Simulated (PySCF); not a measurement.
# Frontier levels across methods

Compound: ethylene glycol, C2H6O2.
Atom-mapped SMILES: `[OH:1][CH2:2][CH2:3][OH:4]` (hydrogens: H5 on O1; H6, H7 on C2; H8, H9 on C3; H10 on O4)

Cartesian coordinates in Å at the PBE0-D3(BJ)/def2-SVP level; atoms count from 1:
```
atom  x, y, z in Å
O1     0.257   -1.393    0.338
C2     0.678   -0.050    0.265
C3    -0.340    0.667   -0.592
O4    -1.621    0.546   -0.047
H5     0.732   -1.835    1.047
H6     0.696    0.418    1.268
H7     1.689    0.046   -0.178
H8    -0.090    1.738   -0.654
H9    -0.289    0.255   -1.621
H10   -1.712   -0.391    0.174
```

Basis pcSseg-2 throughout (PySCF), one geometry. Geometry: PBE0-D3(BJ)/def2-SVP, one conformer, isolated molecule.

Q: How do the orbital energies, the gap and the dipole change with the method?

A: 
```tsv
method	kind	HOMO (eV)	LUMO (eV)	gap (eV)	μ (D)	SCF cycles
OPBE	GGA	-6.04	-0.38	5.66	2.43	14
BLYP	GGA	-6.05	-0.53	5.51	2.53	15
PBE	GGA	-6.11	-0.47	5.64	2.50	14
B97-D	GGA	-6.14	-0.33	5.82	2.51	14
BP86	GGA	-6.22	-0.34	5.88	2.52	14
LDA	LDA	-6.24	-0.56	5.68	2.61	14
KT2	GGA	-6.28	-0.42	5.86	2.44	15
KT3	GGA	-6.29	-0.66	5.64	2.41	15
B97-2	global hybrid	-7.47	0.34	7.81	2.58	13
B3LYP	global hybrid	-7.53	-0.05	7.48	2.61	13
PBE0	global hybrid	-7.76	0.32	8.07	2.60	13
mPW1PW91	global hybrid	-7.79	0.29	8.08	2.60	13
CAM-B3LYP	range-separated hybrid	-9.27	0.96	10.23	2.69	12
BHandHLYP	global hybrid	-9.38	0.82	10.20	2.70	12
wB97X-D	range-separated hybrid	-9.69	2.07	11.76	2.65	12
LC-wPBE	range-separated hybrid	-10.59	2.15	12.75	2.71	12
HF	Hartree–Fock	-11.89	2.50	14.39	2.78	10
```

The HOMO spans 5.85 eV, from OPBE down to HF, and the gap runs from 5.51 eV (BLYP) to 14.39 eV (HF). Over the methods OPBE (0 %), BLYP (0 %), PBE (0 %), B97-D (0 %), BP86 (0 %), LDA (0 %), KT2 (0 %), KT3 (0 %), B97-2 (21 %), B3LYP (20 %), PBE0 (25 %), mPW1PW91 (25 %), BHandHLYP (50 %), HF (100 %), a straight line through the gap against the share of exact exchange rises by 0.88 eV for each 10 % (correlation coefficient 0.999). The dipole ranges from 2.41 D (KT3) to 2.78 D (HF). This basis has no diffuse functions.

The vertical ΔSCF ionisation energy at PBE0/def2-SVPD is 10.36 eV; −ε(HOMO) comes closest to it with LC-wPBE (10.59 eV).
